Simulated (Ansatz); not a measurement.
This guess for SiGe3 is about to be relaxed.

```
CELL_PARAMETERS angstrom
2.95590 0.00000 0.00000
0.00000 2.95590 0.00000
0.00000 0.00000 8.36055
ATOMIC_POSITIONS crystal
Si 0.00000 0.00000 0.50000
Ge 0.00000 0.00000 0.00000
Ge 0.50000 0.50000 0.25000
Ge 0.50000 0.50000 0.75000
```

Level of theory: DFT PBE, scalar-relativistic, plane waves, PAW (Ansatz 0.2.0). Cutoff 420 eV, Gaussian smearing, Γ-centred meshes. Cell and atoms relax first on a coarse mesh and then on a finer one. In between, the cell is made exact in the group found at 0.06 Å. In metals the finer mesh still leaves noise of several meV/atom or more. The steps can't lower the symmetry of their start. No spin polarisation.

A guess keeps its type if space group and coordination stay and the shape of the cell changes little (axis ratios within about 15 %, angles within 6°); the volume may change.

Task: Does this structure survive the relaxation?

Result: It keeps its type. The symmetry stays P4/mmm (No. 123). The volume per atom grows by 0.9 %, from 18.3 to 18.4 Å³. The shortest distance goes from 2.96 Å (Si–Ge, Ge–Ge and Si–Si) to 2.88 Å (Si–Ge). The ratio c/a of the conventional cell changes by a factor of 1.04. Counting neighbours within 15 % of an atom's shortest distance, the start has Ge 12, Si 12 and the end Ge 12, Si 12.

The last run used a 16×16×6 mesh (in the run's order of axes) for its 4-atom cell and Gaussian smearing of 0.10 eV. Symmetry constrained the relaxation, so the result can be a saddle point. Another cell of SiGe3 relaxed alike, in P6/mmm, lies 123 meV/atom lower, so this cell isn't the stable form at this level.
